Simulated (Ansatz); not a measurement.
# ZrN, one cell by several methods

```
Zr N
1.0
     0.00000    2.28423    2.28423
     2.28423    0.00000    2.28423
     2.28423    2.28423    0.00000
Zr N
1 1
Cartesian
  0.0000 0.0000 0.0000
  2.2842 2.2842 2.2842
```

Atoms are numbered in the order listed.

The geometry is COD entry 4303945, unchecked; take it as a test cell.

Spin polarisation is left out, and whether a magnetic state lies lower isn't shown here.

All numbers are computed: DFT, LDA, PAW with Ansatz's default frozen-core files, scalar-relativistic (Ansatz 0.2.0); DFT, LDA, all-electron PAW with datasets made for the crystal, scalar-relativistic (Ansatz 0.2.0); DFT, LDA, all-electron LAPW, scalar-relativistic (Ansatz 0.2.0).

For PAW: a Γ-centred 9×9×9 k mesh, Fermi–Dirac smearing of 0.03 eV, cutoff 420 eV, no spin polarisation; the PAW files were made with PBE, and the program remakes their frozen cores for this functional. The crystal-made all-electron datasets (AE datasets) take a cutoff of 320 eV at this cell. LAPW targets a basis error of 0.25 meV/atom. The Ansatz runs share mesh, smearing and spin set-up. Plane-wave (PAW) pressures include the program's estimate of the Pulay term.

Stress and pressure are positive in compression.

Levels count from the Fermi level.

```csv
quantity,PAW,AE datasets,LAPW
pressure (GPa),?,-7.65,-7.65
highest filled level at X (eV),-3.098,-3.097,-3.097
lowest empty level at X (eV),3.460,3.459,3.459
highest filled level at Γ (eV),-0.389,-0.390,-0.390
highest filled level at W (eV),-4.690,-4.688,-4.688
lowest empty level at W (eV),1.071,1.072,1.072
```

Problem. What belongs in the row "pressure (GPa)", column "PAW"?

Solution. -7.73.
